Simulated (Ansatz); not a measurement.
The system is BaTiO3.

```
CELL_PARAMETERS angstrom
3.99980 0.00000 0.00000
0.00000 3.99980 0.00000
0.00000 0.00000 4.01800
ATOMIC_POSITIONS crystal
Ba 0.00000 0.00000 0.00000
Ti 0.50000 0.50000 0.49000
O 0.00000 0.50000 0.51700
O 0.50000 0.00000 0.51700
O 0.50000 0.50000 0.01900
```

Base run:

| Property | Result |
| --- | --- |
| Program | Ansatz 0.2.0 |
| Functional | PBE |
| Potentials or basis | Ansatz PAW |
| Cutoff | 420 eV (not typed: the program's choice for these potentials) |
| k mesh | 7 × 7 × 7 |
| Occupations | fermi-dirac, width 0.05 eV |
| Spin | no spin polarisation |
| Hubbard terms | Ti d U = 1 eV |

Its results: band gap on the k mesh 2.03 eV, indirect (least direct gap 2.20 eV); pressure 2.7 GPa; largest force 0.264 eV/Å.

Problem. After a change of settings the same cell gave: band gap on the k mesh 3.06 eV, indirect (least direct gap 3.26 eV); pressure 5.4 GPa; largest force 0.402 eV/Å. Which change was it?
A. hubbard terms from Ti d U = 1 eV to Ti d U = 3 eV
B. hubbard terms from Ti d U = 1 eV to none; hubbard projectors from ortho-atomic (the default) to none
C. hubbard terms from Ti d U = 1 eV to Ti d U = 8 eV

Solution. C.

Caveats: the k mesh misses the band edges, so the gap on the mesh is wider than the one along the path; spin-orbit coupling is left out, which moves the levels of the heavy elements.
